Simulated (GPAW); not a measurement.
Write a Python script for GPAW 26.7.0 that does the following.

```
Task                           : single point from a typed occupation
Functional                     : PBE
Potentials or basis            : GPAW PAW data sets (gpaw-data 1.2.1)
Cutoff                         : 600 eV
Basis                          : pw
k mesh                         : 9 × 9 × 9
Occupations                    : gaussian, width 0.05 eV
Spin                           : no spin polarisation
Hubbard terms                  : Co d U = 5 eV
Maxiter                        : 120
start of the occupation matrix : atoms
Convergence                    : density=0.0001 energy=1e-05
```

Crystal: CoO.

```
CELL_PARAMETERS angstrom
-1.50800 1.50800 2.10725
1.50800 -1.50800 2.10725
1.50800 1.50800 -2.10725
ATOMIC_POSITIONS crystal
Co 0.00000 0.00000 0.00000
O 0.50000 0.50000 0.00000
```

These files were run (other wordings do the same):

run.py

```python
import numpy as np
from ase import Atoms
from gpaw import PW
from gpaw.dft import DFT
from gpaw.hubbard import aoom

atoms = Atoms(['Co', 'O'],
              cell=[[-1.50800044, 1.50800044, 2.10725036],
                    [1.50800044, -1.50800044, 2.10725036],
                    [1.50800044, 1.50800044, -2.10725036]],
              scaled_positions=[[0.0, 0.0, 0.0],
                                [0.5, 0.5, 0.0]],
              pbc=True)

dft = DFT(atoms,
          mode=PW(600),
          xc='PBE',
          kpts={'size': (9, 9, 9), 'gamma': True},
          occupations={'name': 'methfessel-paxton', 'order': 0, 'width': 0.05},
          setups={'Co': ':d,5.0'},
          nbands=19,
          convergence={'density': 0.0001, 'energy': 1e-05},
          maxiter=120,
          txt='gpaw.txt')
print(f'Energy: {dft.calculate_energy():.6f} eV')
print('Forces (eV/A):')
print(dft.calculate_forces().round(4))
print('Stress (eV/A^3):', dft.calculate_stress().round(6))
dft.write_converged()
dft.write_gpw_file('gs.gpw')
for a, l in {0: 2}.items():
    setup = dft.setups[a]
    for s, D_ii in enumerate(dft.density.D_asii[a]):
        n_mm = aoom(D_ii, l, setup.l_j, setup.n_j, setup.N0_q)[0] / 2
        print(f'atom {a} spin {s} trace {n_mm.trace():.4f} eigenvalues', *np.linalg.eigvalsh(n_mm).round(3))
        np.savetxt(f'occupation-{a}-{s}.dat', n_mm, fmt='%8.4f')
```

Potentials or basis: GPAW PAW data sets (gpaw-data 1.2.1), pw.

Run with:

```sh
$ OMP_NUM_THREADS=1 python run.py
```

Results of the run:

* Pressure: -20.0 GPa
* Band gap on the k mesh: none (metal or under the smearing width)

Caveat: the cutoff is short for stress and forces, so pressures can be off by a GPa or more; an odd number of electrons without spin polarisation forces a metal; a magnetic or distorted state may lie lower; the run has no spin polarisation, though such a crystal can be magnetic; U without spin polarisation on a metal has little footing.

Wall time 73 s on 1 thread of Intel(R) Xeon(R) Processor @ 2.50GHz (Skylake/Cascade Lake), on a shared host, peak memory 0.15 GiB.
